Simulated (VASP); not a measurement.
# CoO under changes of volume

One of the cells (8.949 Å³/atom); the others are scaled copies at fixed shape and fractional positions:

```
Co O
1.0
     2.67114    0.00000    0.00000
    -1.33557    2.31328    0.00000
     0.00000    0.00000    5.79328
Co O
2 2
Direct
  0.33333 0.66667 0.52480
  0.00000 0.00000 0.02479
  0.33333 0.66667 0.85021
  0.00000 0.00000 0.35020
```

Measurements of this composition are mostly on another form, of space group No. 225.

```yaml
Program: VASP 6.6.1
Functional: LDA
Potentials_or_basis: VASP PAW LDA potentials, release 64 (Co, O)
Cutoff: 520 eV
k_mesh: 8 × 8 × 4
Occupations: fermi-dirac, width 0.05 eV
Spin: collinear spin, ferromagnetic start
Starting_moments: "[2.0, 2.0, 0.0, 0.0] μB"
```

```csv
volume (Å³/atom),energy over the lowest point (meV/atom),pressure (GPa),moment (μB per cell),largest force (eV/Å)
8.591,14.96,12.7,0.98,0.589
8.770,?,?,?,?
8.949,0.00,0.7,1.18,0.359
9.128,1.71,-4.3,1.28,0.254
9.307,8.76,-8.9,1.35,0.147
```

Problem. What does the run at 8.770 Å³/atom give?

Solution. Energy over the lowest point 4.18 meV/atom; pressure 6.4 GPa; moment 1.06 μB per cell; largest force 0.464 eV/Å.

Worked out: A Birch-Murnaghan fit of order 2 (a polynomial in V^(-2/3)) to the other rows has its minimum at 8.98 Å³/atom with B0 = V·E''(V) = 260 GPa at fixed shape and positions, which overstates the stiffness. It gives 4.21 meV/atom at 8.770 Å³/atom, against the run's 4.18, and -dE/dV = 6.6 GPa, against 6.4. A parabola through the other rows of the moment, of slope 0.575 μB per Å³/atom there, gives 1.09 μB, against the run's 1.06.

Energies are extrapolated to zero smearing.
